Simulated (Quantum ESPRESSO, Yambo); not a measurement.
# A GW chain in Yambo: GaAs (F-43m), part 3 of 3

How does a plane-wave GW calculation on GaAs (F-43m) run from the first input to the gap?

Quantum ESPRESSO 7.5 and Yambo 5.3.0; PBE and many-body steps on it, plane waves. Known limits of the many-body steps: not at the basis limit; no spin-orbit coupling; coarse k mesh.

So far. Step 3 (Bands along the symmetry lines): The gap is 0.518 eV, as in the run before at this level. Step 4 (Empty states on the mesh, 4×4×4 mesh, 210 bands): On this mesh the gap is 0.518 eV.

## 6. Screening and self-energy, 4×4×4 mesh, 210 bands, screening to 210.9 eV

Now the one-shot GW correction: screening in the RPA, then the self-energy of the levels asked for.

This step: G0W0 on PBE, plane waves, norm-conserving pseudopotentials.

gw1.in reads:

```
HF_and_locXC
gw0
dyson
ppa
em1d
rim_cut
RandQpts= 1000000
RandGvec= 1 RL
EXXRLvcs= 104 Ry
VXCRLvcs= 416 Ry
Chimod= "HARTREE"
% BndsRnXp
 1 | 210 |
%
NGsBlkXp= 15.5 Ry
% LongDrXp
 1 | 1 | 1 |
%
% GbndRnge
 1 | 210 |
%
DysSolver= "n"
ExtendOut
PPAPntXp= 27.21138 eV
% QPkrange
 1 | 8 | 20 | 26 |
%
```

Run with:

```console
$ OMP_NUM_THREADS=1 mpirun -n 4 yambo -F gw1.in -J gw1 -C gw1 > gw1.log
```

The log of the run:

```text
 Yambo, version 5.3.0

 [02] CORE Variables Setup
 =========================

  [... cell, symmetries and grids as in the set-up ...]

  [02.05] Energies & Occupations
  ==============================

  [X] === General ===
  [X] Electronic Temperature                        :  0.000000  0.000000 [eV K]
  [X] Bosonic    Temperature                        :  0.000000  0.000000 [eV K]
  [X] Finite Temperature mode                       : no
  [X] El. density                                   :  0.97390E+24 [cm-3]
  [X] Fermi Level                                   :  9.827511 [eV]

  [X] === Gaps and Widths ===
  [X] Conduction Band Min                           :  0.518057 [eV]
  [X] Valence Band Max                              :  0.000000 [eV]
  [X] Filled Bands                                  :  22
  [X] Empty Bands                                   :   23  210
  [X] Direct Gap                                    :  0.518057 [eV]
  [X] Direct Gap localized at k                     :  1
  [X] Indirect Gap                                  :  0.518057 [eV]
  [X] Indirect Gap between kpts                     :  1  1
  [X] Last valence band width                       :  3.339194 [eV]
  [X] 1st conduction band width                     :  4.106600 [eV]

 [03] Transferred momenta grid and indexing
 ==========================================

 IBZ Q-points                                      :   8
 BZ  Q-points                                      :   64

 K/Q-points units:
 rlu = crystal or reduced units; cc = cartesian coordinates; iku = interal k-units

 Q [1]          [rlu]:  0.000000  0.000000  0.000000
 Q [2]          [rlu]: -0.91587E-18 -0.91587E-18  0.25000
 Q [3]          [rlu]:  0.18317E-17  0.18317E-17 -0.50000
 Q [4]          [rlu]: -0.26116E-17  0.25000      0.25000
 Q [5]          [rlu]:  0.71282E-16  0.25000      0.50000
 Q [6]          [rlu]:  0.18317E-17  0.25000     -0.25000
 Q [7]          [rlu]:  0.52231E-17 -0.50000     -0.50000
 Q [8]          [rlu]:  0.250000 -0.500000 -0.250000

 [04] Coloumb potential Random Integration (RIM)
 ===============================================

  [04.01] RIM initialization
  ==========================

  * Diagonal components only detected *

  8 x (sBL volume)        :  0.101699 [a.u.]
  sBZ random points       :  1000000
  Points outside the sBZ  :   7987327
  RL volume               :  0.813588 [a.u.]
  Integrated volume       :  0.814879 [a.u.]

  [04.02] RIM integrals
  =====================

  Gamma point sphere radius             :  0.084669 [a.u.]
  Points outside the sphere             :   799513
  [Int_sBZ(q=0) 1/q^2]*(Vol_sBZ)^(-1/3) =:  7.764325
                                 should be <:  7.795600

  Summary of Coulomb integrals for non-metallic bands |Q|[au] RIM/Bare

  Q [1] 0.100000E-4 0.995988 * Q [2] 0.254653 1.066317
  Q [4] 0.294048 1.065091 * Q [6] 0.415847 1.027759
  Q [5] 0.487623 1.020584 * Q [3] 0.509306 1.018268
  Q [7] 0.588096 1.014689 * Q [8] 0.657511 1.011648

 [05] Dipoles
 ============

  [05.01] Setup: observables and procedures
  =========================================

 [06] Dynamic Dielectric Matrix (PPA)
 ====================================

 [WR./gw1//ndb.pp]---------------------------------------------------------------
  Brillouin Zone Q/K grids (IBZ/BZ)                :    8   64    8   64
  RL vectors                                       :   6567 [WF]
  Coulomb cutoff potential                         : none
  Electronic Temperature                           :  0.000000 [K]
  Bosonic    Temperature                           :  0.000000 [K]
  PPA    diel. fun.  energies                      : Perdew, Burke & Ernzerhof(X)+Perdew, Burke & Ernzerhof(C)
  wavefunctions                                    : Perdew, Burke & Ernzerhof(X)+Perdew, Burke & Ernzerhof(C)
  Global Gauge                                     : length
  X matrix size                                    :   339
  X band range                                     :    1  210
  X e/h energy range                               : -1.000000 -1.000000 [eV]
  X Time ordering                                  : R
  X Hxc Kernel                                     : HARTREE
  X Drude frequency                                :  0.000000  0.000000
  X poles                                          :  100.0000 [o/o]
  RL vectors in the sum                            :   6567
  [r,Vnl] included                                 : yes
  Field direction                                  :  0.577350E-5  0.577350E-5  0.577350E-5
  BZ energy Double Grid                            : no
  BZ energy DbGd points                            : 0
  BZ Q point size factor                           : -1.000000
  X Optical Averaged directions                    : none

 [07] Local Exchange-Correlation + Non-Local Fock
 ================================================

 [VXC] Plane waves :   43655
 [EXS] Plane waves :   5601

 QP @ state[ 1 ] K range:   1   8
 QP @ state[ 1 ] b range:  20  26

 [xc] Functional : Perdew, Burke & Ernzerhof(X)+Perdew, Burke & Ernzerhof(C)
 [xc] LIBXC used to calculate xc functional
  PP Number of Atomic Species                      :  2
  NLCC RL compoments                               :   43655
  PP Number of Atomic Species                      :  2
  NLCC RL compoments                               :   43655

 [xc] E_xc :  -45.46123 [Ha]
      E_xc :  -90.92245 [Ry]

  Local XC kind (lXC) : Perdew, Burke & Ernzerhof(X)+Perdew, Burke & Ernzerhof(C)
  Non-Local XC kind (nlXC) : Hartree-Fock

  Corrections @ K [1] :  [eV]
 <20|nlXC|20> = -15.93725  0.30438E-17 <20|lXC|20> = -14.36257 -0.94408E-16
 <21|nlXC|21> = -15.93716  0.11670E-16 <21|lXC|21> = -14.36257 -0.94408E-16
 <22|nlXC|22> = -15.93719 -0.13811E-16 <22|lXC|22> = -14.36257  0.000000
 <23|nlXC|23> = -10.69830  0.32942E-17 <23|lXC|23> = -14.69845  0.47204E-16
 <24|nlXC|24> = -7.088747 -0.18023E-18 <24|lXC|24> = -11.53165 -0.35403E-16
 <25|nlXC|25> = -7.088333  0.20078E-17 <25|lXC|25> = -11.53165  0.37763E-15
 <26|nlXC|26> = -7.088724  0.11637E-17 <26|lXC|26> = -11.53165  0.000000

  Corrections @ K [2] :  [eV]
 <20|nlXC|20> = -16.19786 -0.31221E-17 <20|lXC|20> = -13.31446 -0.37763E-15
 <21|nlXC|21> = -15.51986 -0.70401E-18 <21|lXC|21> = -13.75908 -0.18882E-15
 <22|nlXC|22> = -15.52029  0.26215E-17 <22|lXC|22> = -13.75908  0.14161E-15
[...]
Corrections @ K [3] :  [eV]
[...]
Corrections @ K [4] :  [eV]
[...]
Corrections @ K [5] :  [eV]
[...]
[... 2 further k-points ...]
  Corrections @ K [8] :  [eV]
[...]
<22|nlXC|22> = -14.11648 -0.10421E-16 <22|lXC|22> = -11.49465  0.000000
 <23|nlXC|23> = -8.542972  0.21260E-17 <23|lXC|23> = -13.58460  0.47204E-16
 <24|nlXC|24> = -6.655441 -0.40989E-17 <24|lXC|24> = -10.95971  0.14161E-15
 <25|nlXC|25> = -6.572401 -0.34972E-18 <25|lXC|25> = -11.67127  0.47204E-16
 <26|nlXC|26> = -5.708824 -0.96165E-19 <26|lXC|26> = -10.37117  0.17702E-16

  [07.01] Hartree-Fock occupations report
  =======================================

  [Hartree-Fock] === General ===
  [Hartree-Fock] Electronic Temperature             :  0.000000  0.000000 [eV K]
  [Hartree-Fock] Bosonic    Temperature             :  0.000000  0.000000 [eV K]
  [Hartree-Fock] Finite Temperature mode            : no
  [Hartree-Fock] El. density                        :  0.97390E+24 [cm-3]
  [Hartree-Fock] Fermi Level                        :  9.827511 [eV]

  [Hartree-Fock] === Gaps and Widths ===
  [Hartree-Fock] Conduction Band Min                :  4.518205 [eV]
  [Hartree-Fock] Valence Band Max                   : -1.574619 [eV]
  [Hartree-Fock] Filled Bands                       :  22
  [Hartree-Fock] Empty Bands                        :   23  210
  [Hartree-Fock] Direct Gap                         :  6.092824 [eV]
  [Hartree-Fock] Direct Gap localized at k          :  1
  [Hartree-Fock] Indirect Gap                       :  6.092824 [eV]
  [Hartree-Fock] Indirect Gap between kpts          :  1  1
  [Hartree-Fock] Last valence band width            :  4.386413 [eV]
  [Hartree-Fock] 1st conduction band width          :  5.148085 [eV]

 [08] Dyson equation: Newton solver
 ==================================

  [08.01] G0W0 (W PPA)
  ====================

  [  GW  ] Bands range     :    1  210
  [GW/PPA] G damping       :  0.100000 [eV]

  QP @ state[ 1 ] K range:   1   8
  QP @ state[ 1 ] b range:  20  26

   Sc/G bands                                       :    1  210
   Sc/G damping                                     :  0.100000 ev
   Sc bands terminator                              : no
   Sx RL components                                 :   5601

   QP @ state[ 1 ] K range                          :   1   8
   QP @ state[ 1 ] b range                          :  20  26
   GF energies kind                                 : Perdew, Burke & Ernzerhof(X)+Perdew, Burke & Ernzerhof(C)
   GF WF`s kind                                     : Perdew, Burke & Ernzerhof(X)+Perdew, Burke & Ernzerhof(C)
   Xs energies kind                                 : Perdew, Burke & Ernzerhof(X)+Perdew, Burke & Ernzerhof(C)
   Xs WF`s kind                                     : Perdew, Burke & Ernzerhof(X)+Perdew, Burke & Ernzerhof(C)

 [11] Game Over & Game summary
```

The job ended after 19 min (4 MPI ranks of Arm Neoverse V1, shared host; peak memory 2.3 GiB).

Numbers from this step:

```yaml
g0w0_gap_on_the_mesh: 1.142 eV
starting_gap_on_the_mesh: 0.5181 eV
k_of_the_valence_top: 0, 0, 0
k_of_the_conduction_bottom: 0, 0, 0
least_direct_g0w0_gap_on_the_computed_points: 1.142 eV
z_at_the_valence_top: 0.7950
z_at_the_conduction_bottom: 0.7981
```

The gap on the mesh goes from 0.52 eV to 1.14 eV, a correction of +0.62 eV.

Limits: finite bands, cutoff and mesh; no spin-orbit coupling; coarse k mesh. v1 is the top filled band, c1 the lowest empty one. Levels before and after the correction, in eV, zero at the valence-band top of each column:

```csv
,conduction bottom,valence top
Kohn-Sham,0.52,0.00
G0W0,1.14,0.00
```

```csv
,level,energy (eV)
Kohn-Sham,Γ v3-v1,0.000
Kohn-Sham,Γ c1,0.518
Kohn-Sham,Γ c2-c4,3.737
G0W0,Γ v3-v1,0.000
G0W0,Γ c1,1.142
G0W0,Γ c2-c4,4.325
```

## 7. Where the time went

Times are wall times on the hardware named with each run, good to a factor of about two.

```csv
step,time,share,memory (GiB)
ground state,13 s,1 %,0.34
bands along the symmetry lines,7.8 s,1 %,0.27
empty states on the mesh,24 s,2 %,0.6
conversion and set-up,3.2 s,0 %,0.26
screening and self-energy,19 min,96 %,2.3
```

## 8. Summary of results

```
PBE gap              : 0.52 eV, direct
G0W0 gap on the mesh : 1.14 eV
GW settings          : 4×4×4 mesh, 210 bands, screening to 210.9 eV, Godby-Needs plasmon pole
known limits         : not at the basis limit; no spin-orbit coupling; coarse k mesh
```

**Reading.** G0W0 moves the gap on the mesh from 0.52 eV to 1.14 eV (+0.62 eV), with Z of 0.79 and 0.80 at the edges. The dearest step here is «screening and self-energy». Against experiment, by G0W0@PBE: the direct gap of 1.14 eV lies −0.37 eV from the measured 1.51 eV (exciton, 77 K, 2020); the direct gap of 1.14 eV lies −0.28 eV from the measured 1.42 eV (exciton, 300 K, 2014); the direct gap of 1.14 eV lies −0.28 eV from the measured 1.418 ± 0.005 eV (direct, 300 K, 2008); the direct gap of 1.14 eV lies −0.27 eV from the measured 1.412 ± 0.01 eV (direct, 300 K, 2008). An exciton line or allowed optical edge lies below the quasiparticle gap by the binding energy; a forbidden edge can push the onset above it. The calculation has static nuclei and no excitons; a measured gap holds zero-point and thermal motion, which mostly lowers it. Bands and cutoff are finite, so the gap is not at the basis limit. The miss can reach some tenths of an eV and take either sign; the mesh is an error of its own. The 4×4×4 mesh is coarse for this cell, which bears on the long-range parts of exchange and screening. The many-body steps are scalar-relativistic: spin-orbit coupling is not in them.

[Paths, hosts, dates, memory and timing lines, banners, echoed tables and standing remarks are left out of the program output.]

[Logs are printed without paths, hosts, clocks, repeated set-up lines and the standing remarks that a program may print on its own settings, such as how far it seeks lower states.]

[Runs of the session that timed out or met a known fault of the program may be left out.]

[Hosts, paths, dates, database ids (printed as entryN), source tags and the programs' standing remarks are cut or masked in the printed files.]
